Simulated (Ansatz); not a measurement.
SiC (zincblende) from LDA to hybrids

What experiment reports for this phase, and the runs try to reproduce:
- lattice constant a: 4.357 Å (a of cubic 3C-SiC starting crystals; X-ray diffraction; Starting-material characterisation; no method, uncertainty or temperature given; quoted in “On melting of silicon carbide under pressure”, 2012, arxiv:1210.3244)
- band gap: 2.4 eV (indirect gap; literature value; measurement temperature and method not stated; quoted in “Insight into the structural, elastic and electronic properties of a new orthorhombic 6O-SiC polytype”, 2020, pmc:7200658)
- Raman mode: 795 cm⁻¹ (TO at Gamma; confocal Raman spectroscopy, 532 nm; “High thermal conductivity in wafer-scale cubic silicon carbide crystals”, 2022, pmc:9684120)
- Raman mode: 969 cm⁻¹ (LO at Gamma; confocal Raman spectroscopy, 532 nm; crystal possibly contains nitrogen defects; LO may be slightly shifted by plasmon coupling, carrier density not stated; “High thermal conductivity in wafer-scale cubic silicon carbide crystals”, 2022, pmc:9684120)

The calculated numbers come from the PAW code Ansatz. Calculated for a static, non-magnetic cell.

The cell is SiC in the zincblende structure; cell and atoms were relaxed with r2SCAN. Space group F-43m (No. 216), cubic; conventional cell a = 4.356 Å, 10.33 Å³ an atom. Si is surrounded by 4 C at 1.89 Å; C is surrounded by 4 Si at 1.89 Å.

```
CELL_PARAMETERS angstrom
0.00000 2.17805 2.17805
2.17805 0.00000 2.17805
2.17805 2.17805 0.00000
ATOMIC_POSITIONS crystal
Si 0.00000 0.00000 0.00000
C 0.25000 0.25000 0.25000
```

Relaxed lattice by functional, symmetry kept:

| functional | k mesh | a (Å) | volume (Å³/atom) |
| --- | --- | --- | --- |
| PBE | 10×10×10 | 4.380 | 10.50 |
| r2SCAN | 10×10×10 | 4.356 | 10.33 |
| PBEsol | 10×10×10 | 4.357 | 10.34 |
| LDA | 10×10×10 | 4.329 | 10.14 |
| HSE06 | 6×6×6 | 4.349 | 10.28 |

On this one geometry the levels give:
```
                                    level    k mesh  gap (eV)      kind         edges  least direct gap (eV)        rough cost
                                      LDA  10×10×10      1.32  indirect         Γ → X                   4.51  2.7 core-seconds
                                      PBE  10×10×10      1.36  indirect         Γ → X                   4.55    3 core-seconds
                                   r2SCAN  10×10×10      1.71  indirect         Γ → X                   5.05    5 core-seconds
                                  r2SCANh     8×8×8      2.29  indirect         Γ → X                   5.73  2.1 core-minutes
                                    HSE06     8×8×8      2.23  indirect         Γ → X                   5.72   90 core-seconds
                                 DDH-PBE0     8×8×8      2.26  indirect         Γ → X                   5.63   90 core-seconds
                                     PBE0     8×8×8      2.95  indirect         Γ → X                   6.45   90 core-seconds
                             Hartree-Fock     8×8×8      8.66  indirect         Γ → X                  12.95  100 core-seconds
 G0W0@PBE (61 empty bands, 120 eV, 6×6×6)     6×6×6      2.11         –  Γ → X (mesh)                      –   29 core-seconds
G0W0@PBE (153 empty bands, 220 eV, 6×6×6)     6×6×6      2.27         –  Γ → X (mesh)                      –  2.4 core-minutes
```
PBE: smearing of 0.02 eV; the others have fixed occupations.
Wave cutoffs: 420 eV, 500 eV (r2SCAN, r2SCANh).
The G0W0 gap is PBE's gap over the path plus the quasiparticle shift read on the mesh. No extrapolation in bands, cutoff or mesh was made for G0W0.
Costs come from shared machines and give only the order; PBE's includes the band path. The runs had 4 threads of Arm Neoverse N1, with other jobs on the host.

The HSE06 gap is indirect, 2.23 eV (Γ to X), below the direct gap of 5.72 eV at X.

Set against the finite-basis gap of 2.27 eV from G0W0@PBE (153 empty bands, 220 eV, 6×6×6), the closest functional is DDH-PBE0, which differs by -0.01 eV, at about 17 times r2SCAN's cost; G0W0 itself took about 26 times r2SCAN's cost. The others: r2SCANh +0.02, HSE06 -0.04, r2SCAN -0.56, PBE0 +0.68, PBE -0.91, LDA -0.95, Hartree-Fock +6.39 eV. The yardstick still moved by +0.16 eV in its last step of bands and cutoff, so this order can change. r2SCAN covers 41 % of the step from PBE to HSE06, while HSE06 needs about 16 times r2SCAN's cost (on a coarser mesh). Among these functionals the gap stays indirect.

r2SCAN (ground state on 8×8×8): ε∞: 6.52 in all directions. Born charges, averaged over directions: Si +2.72, C -2.72 e. PBE (ground state on 8×8×8): The electronic dielectric tensor ε∞ is 6.96 in all directions. Born charges, averaged over directions: Si +2.71, C -2.71 e.

On the PBEsol cell (a = 4.357 Å), with PBEsol: The optical mode at Γ lies at 787 cm⁻¹ without the longitudinal term. With the long-range field the highest mode reaches 956 cm⁻¹. The program warns that the force constants, and all that is formed from them, aren't settled on this k mesh. The electronic dielectric tensor ε∞ is 7.06 in all directions. With the ions relaxed, ε⁰ is 10.4 in all directions. Born charges, averaged over directions: Si +2.72, C -2.72 e.

Comparison with experiment:
- Lattice constant a, measured 4.357 Å: PBE 4.380 (+0.5 %), r2SCAN 4.356 (0.0 %), PBEsol 4.357 (0.0 %), LDA 4.329 (-0.6 %), HSE06 4.349 (-0.2 %).
- Gap, measured 2.4 eV (indirect): LDA 1.32 (-1.08), PBE 1.36 (-1.04), r2SCAN 1.71 (-0.69), r2SCANh 2.29 (-0.11), HSE06 2.23 (-0.17), DDH-PBE0 2.26 (-0.14), PBE0 2.95 (+0.55), Hartree-Fock 8.66 (+6.26), G0W0@PBE (153 empty bands, 220 eV, 6×6×6) 2.27 (-0.13) eV.
- Raman mode at 795 cm⁻¹ (TO at Gamma): the nearest PBEsol mode at Γ lies at 787 cm⁻¹ (-1.1 %).
- Raman mode at 969 cm⁻¹ (LO at Gamma): the nearest PBEsol mode at Γ, with the long-range field, lies at 956 cm⁻¹ (-1.3 %).
The calculated lattice is static; the measured one holds thermal expansion and zero-point motion. Measured gaps include zero-point and thermal shifts, optical ones also the exciton binding, and spin-orbit coupling, which these levels lack. Reports marked as nanostructured, strained, doped, implanted or mixed samples, and transport gaps, were set aside. Modes are paired by degeneracy and infrared activity, where the label gives them, and frequency; they are harmonic.

The meshes of the hybrids are coarse, so their gaps aren't converged to the digits shown.
